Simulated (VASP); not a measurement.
# HgTe (P6/mmm) in VASP: further runs

Runs on HgTe. Level: PBE. Tasks: single point, relaxation of cell and atoms.

Program: VASP 6.6.1. These are calculated values, not measurements. Logs are shortened: lines on timing, memory, paths and dates and some standing lists are left out, and cuts for length are marked.

## (1) The cell of the first run

It takes space group P6/mmm (No. 191, hexagonal). Conventional cell: a = 7.324 Å, b = 7.324 Å, c = 4.412 Å, α = 90.00°, β = 90.00°, γ = 120.00°. Around Hg (site symmetry 6/mmm) lie 6 Te at 3.66 Å. Hg (site symmetry -6m2) has 6 Te at 3.06 Å as nearest neighbours. Te (site symmetry mmm) is surrounded by 4 Hg at 3.06 Å.

The cell was built by a generator and needn't be a form met in nature.

## (2) Single point, PBE (species swapped into the TlPt type (P6/mmm, No. 191))

INCAR reads:

```
SYSTEM = HgTe
  PREC = Accurate
  ENCUT = 520
  EDIFF = 1E-7
  ISMEAR = 0
  SIGMA = 0.1
  LREAL = .FALSE.
  LASPH = .TRUE.
  NELM = 100
  ALGO = Normal
  ISIF = 2
  LWAVE = .FALSE.
  LCHARG = .FALSE.
  GGA = PE
  NBANDS = 36
```

KPOINTS reads:

```
Automatic mesh
0
G
  3 3 4
  0 0 0
```

POSCAR reads:

```
HgTe
1.0
    7.3238630175     -0.0000000035      0.0000000000
   -3.6619315057      6.3426514287      0.0000000000
    0.0000000000      0.0000000000      4.4118493095
Hg Te
3 3
Direct
    0.0000000000      0.0000000000      0.0000000000
    0.3333333333      0.6666666667      0.5000000000
    0.6666666667      0.3333333333      0.5000000000
    0.5000000000      0.0000000000      0.0000000000
    0.5000000000      0.5000000000      0.0000000000
    0.0000000000      0.5000000000      0.0000000000
```

Potentials or basis: VASP PAW PBE potentials, release 64 (Hg, Te).

On the command line:

```
> cat potpaw_PBE.64/Hg/POTCAR potpaw_PBE.64/Te/POTCAR > POTCAR
> mpirun -np 1 vasp_std > vasp.out
```

OUTCAR:

```text
SYSTEM = HgTe
   PREC = Accurate
   ENCUT = 520
   EDIFF = 1E-7
   ISMEAR = 0
   LREAL = .FALSE.
   LASPH = .TRUE.
   NELM = 100
   ISIF = 2
   GGA = PE

 ion  position               nearest neighbor table
   1  0.000  0.000  0.000-   6 3.66   6 3.66   5 3.66   5 3.66   4 3.66   4 3.66
   2  0.333  0.667  0.500-   4 3.06   4 3.06   6 3.06   6 3.06   5 3.06   5 3.06
   3  0.667  0.333  0.500-   4 3.06   4 3.06   6 3.06   6 3.06   5 3.06   5 3.06
   4  0.500  0.000  0.000-   2 3.06   3 3.06   2 3.06   3 3.06   5 3.66   5 3.66   6 3.66   6 3.66
                             1 3.66   1 3.66
   5  0.500  0.500  0.000-   2 3.06   3 3.06   2 3.06   3 3.06   4 3.66   4 3.66   1 3.66   1 3.66
                             6 3.66   6 3.66
   6  0.000  0.500  0.000-   2 3.06   3 3.06   2 3.06   3 3.06   1 3.66   1 3.66   4 3.66   4 3.66
                             5 3.66   5 3.66

  LATTYP: Found a hexagonal cell.
 ALAT       =     7.3238630175
 C/A-ratio  =     0.6023937503

  Lattice vectors:

 A1 = (   7.3238630175,  -0.0000000035,   0.0000000000)
 A2 = (  -3.6619315057,   6.3426514287,   0.0000000000)
 A3 = (   0.0000000000,   0.0000000000,   4.4118493095)

Analysis of symmetry for initial positions (statically):
=====================================================================
 Subroutine PRICEL returns:
 Original cell was already a primitive cell.

 Routine SETGRP: Setting up the symmetry group for a
 hexagonal supercell.

 Subroutine GETGRP returns: Found 24 space group operations
 (whereof 24 operations were pure point group operations)
 out of a pool of 24 trial point group operations.

The static configuration has the point symmetry D_6h.

Analysis of symmetry for dynamics (positions and initial velocities):
=====================================================================
 Subroutine PRICEL returns:
 Original cell was already a primitive cell.

 Routine SETGRP: Setting up the symmetry group for a
 hexagonal supercell.

 Subroutine GETGRP returns: Found 24 space group operations
 (whereof 24 operations were pure point group operations)
 out of a pool of 24 trial point group operations.

The dynamic configuration has the point symmetry D_6h.

 Subroutine INISYM returns: Found 24 space group operations
 (whereof 24 operations are pure point group operations),
 and found     1 'primitive' translations

----------------------------------------------------------------------------------------

                                     Primitive cell

  volume of cell :     204.9424

  direct lattice vectors                    reciprocal lattice vectors
     7.323863017 -0.000000003  0.000000000     0.136539965  0.078831385  0.000000000
    -3.661931506  6.342651429  0.000000000     0.000000000  0.157662771  0.000000000
     0.000000000  0.000000000  4.411849309     0.000000000  0.000000000  0.226662320

  length of vectors
     7.323863017  7.323863017  4.411849309     0.157662771  0.157662771  0.226662320

  position of ions in fractional coordinates (direct lattice)
     0.000000000  0.000000000  0.000000000
     0.333333333  0.666666667  0.500000000
     0.666666667  0.333333333  0.500000000
     0.500000000  0.000000000  0.000000000
     0.500000000  0.500000000  0.000000000
     1.000000000  0.500000000  0.000000000

  ion indices of the primitive-cell ions
   primitive index   ion index
                 1           1
                 2           2
                 3           3
                 4           4
                 5           5
                 6           6

----------------------------------------------------------------------------------------

 KPOINTS: Automatic mesh

Automatic generation of k-mesh.
 Grid dimensions read from file:
 generate k-points for:    3    3    4

 Generating k-lattice:

  Cartesian coordinates                     Fractional coordinates (reciprocal lattice)
     0.045513322  0.026277128  0.000000000     0.333333333  0.000000000  0.000000000
     0.000000000  0.052554257  0.000000000     0.000000000  0.333333333  0.000000000
     0.000000000  0.000000000  0.056665580     0.000000000  0.000000000  0.250000000

  Length of vectors
     0.052554257  0.052554257  0.056665580

  Shift w.r.t. Gamma in fractional coordinates (k-lattice)
     0.000000000  0.000000000  0.000000000

 Subroutine IBZKPT returns following result:
 ===========================================

 Found      9 irreducible k-points:

 Following reciprocal coordinates:
            Coordinates               Weight
  0.000000  0.000000  0.000000      1.000000
  0.333333 -0.000000  0.000000      6.000000
  0.333333  0.333333  0.000000      2.000000
  0.000000  0.000000  0.250000      2.000000
  0.333333 -0.000000  0.250000     12.000000
  0.333333  0.333333  0.250000      4.000000
  0.000000  0.000000  0.500000      1.000000
  0.333333 -0.000000  0.500000      6.000000
  0.333333  0.333333  0.500000      2.000000
[... 69 lines left out ...]

 val. band max:        2.8923535199   @ k =   0.3333  -0.0000   0.0000
 cond. band min:       2.9803998510   @ k =   0.3333   0.3333   0.2500
 fundamental gap:      0.0880463311
 Fermi energy:         2.9279762887

 k-point     1 :       0.0000    0.0000    0.0000
  band No.  band energies     occupation
      1      -9.2583      2.00000
      2      -7.7193      2.00000
      3      -7.7193      2.00000
      4      -4.8386      2.00000
      5      -4.2883      2.00000
      6      -4.2883      2.00000
[... 28 lines left out ...]
     35       8.6772      0.00000
     36       8.6772      0.00000

 k-point     2 :       0.3333   -0.0000    0.0000
  band No.  band energies     occupation
      1      -9.0198      2.00000
      2      -8.1900      2.00000
      3      -7.7239      2.00000
      4      -4.4816      2.00000
      5      -4.2925      2.00000
      6      -4.2416      2.00000
[... 28 lines left out ...]
     35       8.3711      0.00000
     36       8.7747      0.00000

 k-point     3 :       0.3333    0.3333    0.0000
  band No.  band energies     occupation
      1      -8.6477      2.00000
      2      -8.6477      2.00000
      3      -7.7412      2.00000
      4      -4.2956      2.00000
      5      -4.2519      2.00000
      6      -4.2519      2.00000
[... 28 lines left out ...]
     35       8.5609      0.00000
     36       8.6311      0.00000

 k-point     4 :       0.0000    0.0000    0.2500
  band No.  band energies     occupation
      1      -8.9986      2.00000
      2      -7.7205      2.00000
      3      -7.7205      2.00000
      4      -4.4127      2.00000
      5      -4.1848      2.00000
      6      -4.1848      2.00000
[... 28 lines left out ...]
     35       8.4402      0.00000
     36       8.5026      0.00000

 k-point     5 :       0.3333   -0.0000    0.2500
  band No.  band energies     occupation
      1      -8.7821      2.00000
      2      -8.0765      2.00000
      3      -7.7270      2.00000
      4      -4.3837      2.00000
      5      -4.2407      2.00000
      6      -4.1931      2.00000
[... 28 lines left out ...]
     35       8.1544      0.00000
     36       8.3731      0.00000

 k-point     6 :       0.3333    0.3333    0.2500
  band No.  band energies     occupation
      1      -8.4546      2.00000
      2      -8.4546      2.00000
      3      -7.7459      2.00000
      4      -4.3185      2.00000
      5      -4.3185      2.00000
      6      -4.2182      2.00000
[... 28 lines left out ...]
     35       7.2227      0.00000
     36       8.6868      0.00000

 k-point     7 :       0.0000    0.0000    0.5000
  band No.  band energies     occupation
      1      -8.6807      2.00000
      2      -7.7219      2.00000
      3      -7.7219      2.00000
      4      -4.3279      2.00000
      5      -4.3279      2.00000
      6      -4.0713      2.00000
[... 28 lines left out ...]
     35       9.5892      0.00000
     36       9.5892      0.00000

 k-point     8 :       0.3333   -0.0000    0.5000
  band No.  band energies     occupation
      1      -8.4995      2.00000
      2      -7.9628      2.00000
      3      -7.7304      2.00000
      4      -4.2961      2.00000
      5      -4.2340      2.00000
      6      -4.0938      2.00000
[... 28 lines left out ...]
     35       8.5176      0.00000
     36       8.6606      0.00000

 k-point     9 :       0.3333    0.3333    0.5000
  band No.  band energies     occupation
      1      -8.2384      2.00000
      2      -8.2384      2.00000
      3      -7.7510      2.00000
      4      -4.2637      2.00000
      5      -4.1152      2.00000
      6      -4.1021      2.00000
[... 28 lines left out ...]
     35       8.1914      0.00000
     36       8.1914      0.00000

------------------------ aborting loop because EDIFF is reached ----------------------------------------

  FORCE on cell =-STRESS in cart. coord.  units (eV):
  Direction    XX          YY          ZZ          XY          YZ          ZX
  --------------------------------------------------------------------------------------
  -------------------------------------------------------------------------------------
  Total        0.1554521      0.1554521     -0.1426226      0.0000000      0.0000000      0.0000000
  in kB        1.2152771      1.2152771     -1.1149805      0.0000000      0.0000000      0.0000000
  external PRESSURE =       0.4385246 kB  Pullay stress =       0.0000000 kB

 VOLUME and BASIS-vectors are now :
 -----------------------------------------------------------------------------
  energy-cutoff  :      520.00
  volume of cell :      204.94
      direct lattice vectors                 reciprocal lattice vectors
     7.323863017 -0.000000003  0.000000000     0.136539965  0.078831385  0.000000000
    -3.661931506  6.342651429  0.000000000     0.000000000  0.157662771  0.000000000
     0.000000000  0.000000000  4.411849309     0.000000000  0.000000000  0.226662320

 POSITION                                       TOTAL-FORCE (eV/Angst)
 -----------------------------------------------------------------------------------
      0.00000      0.00000      0.00000         0.000000      0.000000      0.000000
      0.00000      4.22843      2.20592         0.000000      0.000000     -0.000000
      3.66193      2.11422      2.20592        -0.000000     -0.000000      0.000000
      3.66193     -0.00000      0.00000         0.000000      0.000000      0.000000
      1.83097      3.17133      0.00000         0.000000      0.000000      0.000000
     -1.83097      3.17133      0.00000         0.000000      0.000000      0.000000
 -----------------------------------------------------------------------------------
    total drift:                                0.000000      0.000000      0.000000

  FREE ENERGIE OF THE ION-ELECTRON SYSTEM (eV)
  ---------------------------------------------------
  free  energy   TOTEN  =        -8.7095379644 eV

  energy  without entropy=       -8.6910487963  energy(sigma->0) =       -8.70029338
```

It took 62 s on 1 thread of Intel Xeon Platinum 8488C (Sapphire Rapids), shared host; peak memory 0.33 GiB.

Results:

* Free energy: -8.7095 eV
* Pressure: 0.0 GPa
* Band gap on the k mesh: none (metal or under the smearing width)

The run has no spin-orbit coupling, so splittings on Hg, Te are missing.

## (3) Relaxation of cell and atoms, PBE (species swapped into the TlPt type (P6/mmm, No. 191))

INCAR reads:

```
PREC = Accurate ; ENCUT = 600
EDIFF = 1E-6 ; ISMEAR = 0
SIGMA = 0.1 ; LREAL = False
LASPH = True ; NELM = 100
ALGO = Fast ; ISIF = 3
LWAVE = False ; LCHARG = False
GGA = PE ; IBRION = 2
NSW = 90 ; EDIFFG = -0.04
```

KPOINTS reads:

```
Automatic mesh
0
Gamma
  3 3 4
```

POSCAR reads:

```
HgTe
1.0
    6.0746834700      0.0000000000      0.0000000000
   -3.0373417300      5.2608302000      0.0000000000
    0.0000000000      0.0000000000      5.0277361000
Hg Te
3 3
Direct
    0.0000000000      0.0000000000      0.0000000000
    0.3333333300      0.6666666700      0.5000000000
    0.6666666700      0.3333333300      0.5000000000
    0.5000000000      0.0000000000      0.0000000000
    0.5000000000      0.5000000000      0.0000000000
    0.0000000000      0.5000000000      0.0000000000
```

Potentials or basis: VASP PAW PBE potentials, release 64 (Hg, Te).

On the command line:

```
> cat potpaw_PBE.64/Hg/POTCAR potpaw_PBE.64/Te/POTCAR > POTCAR
> mpirun -np 1 vasp_std > vasp.out
```

It took 9 min on 1 thread of Intel Xeon Platinum 8488C (Sapphire Rapids), shared host; peak memory 0.36 GiB.

The run converged. Its results:

| Item | Value |
| --- | --- |
| Free energy | -8.7003 eV |
| Relaxed volume | 34.37 Å³/atom |
| Relaxed cell | a = 7.388 Å, b = 7.388 Å, c = 4.363 Å, α = 90.00°, β = 90.00°, γ = 120.00° |
| Space group after relaxing (to 0.05 Å) | P6/mmm (No. 191) |
| Energy gained by relaxing | 415.5 meV/atom |
| Ionic steps | 16 |
| Pressure after relaxing | -0.1 GPa |
| Band gap on the k mesh | none (metal or under the smearing width) |

Stress tensor (GPa, compression positive):
```
-0.11  0.00  0.00
 0.00 -0.11  0.00
 0.00  0.00  0.06
```

The path:
```
step  energy change (eV)  largest force (eV/Å)  pressure (GPa)  volume (Å³)
   1              0.0000                0.0000           16.50       160.68
   2             -1.8608                0.0000           -2.62       233.27
   3             -2.0729                0.0000            0.02       208.15
   4             -2.0739                0.0000           -0.28       210.12
   5             -2.0973                0.0000           -0.25       209.00
   6             -2.1824                0.0000           -0.09       205.44
   7             -2.3555                0.0000            1.08       197.41
   8             -1.7704                0.0000            8.03       177.58
   9             -2.3930                0.0000            2.15       193.19
  10             -2.4022                0.0000            2.12       193.44
  11             -2.4214                0.0000            2.08       194.14
  12             -2.4289                0.0000            1.93       195.36
  13             -2.4482                0.0000            1.59       197.06
  14             -2.4851                0.0000            0.64       202.24
  15             -2.4699                0.0000           -1.02       212.84
  16             -2.4927                0.0000           -0.05       206.24
```

Final structure:
```xyz
6
Lattice="7.3882 0.0000 0.0000 -3.6941 6.3984 0.0000 0.0000 0.0000 4.3627" Properties=species:S:1:pos:R:3 pbc="T T T"
Hg    0.0000    0.0000    0.0000
Hg    0.0000    4.2656    2.1813
Hg    3.6941    2.1328    2.1813
Te    3.6941    0.0000    0.0000
Te    1.8471    3.1992    0.0000
Te   -1.8471    3.1992    0.0000
```

Levels at points of the mesh, in eV from the Fermi level:
| k point | band 23 | band 24 | band 25 | band 26 | band 27 | band 28 | band 29 | band 30 | band 31 | band 32 |
| --- | --- | --- | --- | --- | --- | --- | --- | --- | --- | --- |
| (0.00, 0.00, 0.00) | -2.43 | -1.82 | -0.02 | -0.02 | 0.11 | 0.17 | 0.17 | 2.16 | 3.34 | 3.39 |
| (0.00, 0.00, 0.50) | -2.79 | -2.39 | -2.39 | -1.87 | 0.36 | 0.91 | 0.91 | 2.59 | 2.67 | 2.67 |

Caveat: the k mesh is coarse (spacing up to 0.40 Å⁻¹), so the values aren't converged; the volume moved by over 15 % at a fixed basis, so the end points are rough. The run has no spin-orbit coupling, so splittings on Hg, Te are missing.

## (4) Single point, PBE (species swapped into the TlPt type (P6/mmm, No. 191))

INCAR reads:

```
SYSTEM = HgTe
PREC = Accurate
ENCUT = 520
EDIFF = 1E-6
ISMEAR = 0
SIGMA = 0.1
LREAL = .False.
LASPH = .True.
NELM = 100
ALGO = Fast
ISIF = 2
LWAVE = .False.
LCHARG = .False.
GGA = PE
NBANDS = 36
```

KPOINTS reads:

```
Automatic mesh
0
Gamma
  6 6 8
  0 0 0
```

POSCAR reads:

```
HgTe
1.0
    7.4593600530      0.0000000000      0.0000000000
   -3.7296800265      6.4599953019      0.0000000000
    0.0000000000      0.0000000000      4.2811311882
Hg Te
3 3
Direct
    0.0000000000      0.0000000000      0.0000000000
    0.3333333333      0.6666666667      0.5000000000
    0.6666666667      0.3333333333      0.5000000000
    0.5000000000      0.0000000000      0.0000000000
    0.5000000000      0.5000000000      0.0000000000
    0.0000000000      0.5000000000      0.0000000000
```

On the command line:

```
> cat potpaw_PBE.64/Hg/POTCAR potpaw_PBE.64/Te/POTCAR > POTCAR
> mpirun -np 1 vasp_std > vasp.out
```

Run time: 2.3 min. Hardware: 1 thread of Intel Xeon 6975P-C (Granite Rapids), shared host; peak memory 0.43 GiB.

Results (log left out):

```
Free energy            : -8.5787 eV
Pressure               : 0.1 GPa
Band gap on the k mesh : none (metal or under the smearing width)
```

Stress tensor (GPa, compression positive):
```
0.04 0.00 0.00
0.00 0.04 0.00
0.00 0.00 0.12
```

Levels at points of the mesh, in eV from the Fermi level:
| k point | band 24 | band 25 | band 26 | band 27 | band 28 | band 29 | band 30 | band 31 |
| --- | --- | --- | --- | --- | --- | --- | --- | --- |
| (0.00, 0.00, 0.00) | -1.52 | 0.15 | 0.19 | 0.19 | 0.24 | 0.24 | 2.66 | 3.67 |
| (0.50, 0.00, 0.00) | -1.49 | -0.81 | -0.43 | 0.24 | 0.32 | 0.48 | 1.68 | 3.15 |
| (0.00, 0.00, 0.50) | -2.17 | -2.17 | -1.77 | 0.42 | 1.00 | 1.00 | 2.65 | 2.82 |
| (0.50, 0.00, 0.50) | -1.69 | -1.41 | -0.64 | -0.62 | 0.16 | 0.94 | 1.17 | 2.45 |

## (5) Summary

```csv
task,cell,k mesh,cutoff (eV),mesh quality,gap on the mesh (eV),pressure (GPa)
single point,"species swapped into the TlPt type (P6/mmm, No. 191)",3 × 3 × 4,520,not flagged,none,0.0
relaxation of cell and atoms,"relaxed from: species swapped into the TlPt type (P6/mmm, No. 191)",3 × 3 × 4,600,coarse,none,-0.1
single point,"species swapped into the TlPt type (P6/mmm, No. 191)",6 × 6 × 8,520,not flagged,none,0.1
```

Alike in all rows: level PBE; potentials or basis VASP PAW PBE potentials, release 64 (Hg, Te); no spin polarisation; smearing gaussian 0.1 eV.

Caveats: some runs use coarse meshes; the volume moved by over 15 % at a fixed basis, so the end points are rough (some runs).

Absolute energies hang on the potentials; compare differences alone.
